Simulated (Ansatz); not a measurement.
## MnSb: all-electron results

```
CELL_PARAMETERS angstrom
0.00000 3.09009 3.09009
3.09009 0.00000 3.09009
3.09009 3.09009 0.00000
ATOMIC_POSITIONS crystal
Mn 0.00000 0.00000 0.00000
Sb 0.25000 0.25000 0.25000
```

Atoms are numbered in the order listed.

The structure comes from a relaxation in the same program, started in the zincblende type, and has space group F-43m. Whether it is a known phase or the ground state wasn't checked.

Other magnetic orders may lie lower; this is the state that the run reached.

Spin–orbit coupling is left out, though it moves levels of the heavy atoms by tenths of an eV or more.

Levels of theory: DFT, PBE, all-electron LAPW, scalar-relativistic (Ansatz 0.2.0); DFT, PBE, PAW with Ansatz's default frozen-core files, scalar-relativistic (Ansatz 0.2.0); DFT, PBE, all-electron PAW with datasets made for the crystal, scalar-relativistic (Ansatz 0.2.0).

For LAPW: a Γ-centred 10×10×10 k mesh, Fermi–Dirac smearing of 0.03 eV, basis error target 0.5 meV/atom, spin-polarised from start moments Mn1 4 μB. PAW takes a cutoff of 420 eV at this cell. The crystal-made all-electron datasets (AE datasets) take a cutoff of 240 eV at this cell. The Ansatz runs share mesh, smearing and spin set-up. Values come from LAPW unless marked.

```yaml
Band_gap: "none: bands cross the Fermi level, a metal"
Moment_of_the_cell: 4.00 μB
Moments_in_the_spheres: Mn1 3.97, Sb2 -0.19 μB
Density_of_states_at_the_Fermi_level_0.2_eV_bin: 0.81 states/eV per cell
Löwdin_charges_with_0.13_e_of_the_cell_spilling_out_of_the_atomic_basis_so_their_sizes_and_signs_hang_on_that_basis: Mn1 0.85, Sb2 -0.71 e
Bader_charges_from_the_PAW_run: Mn1 +0.60, Sb2 -0.60 e
Contact_hyperfine_fields_crystal-made_datasets: Mn1 8.7, Sb2 14.3 T, core polarisation included, positive along the moment of the spin-up electrons
Volume_per_atom: 29.51 Å³
Pressure_at_this_cell: -0.01 GPa
```
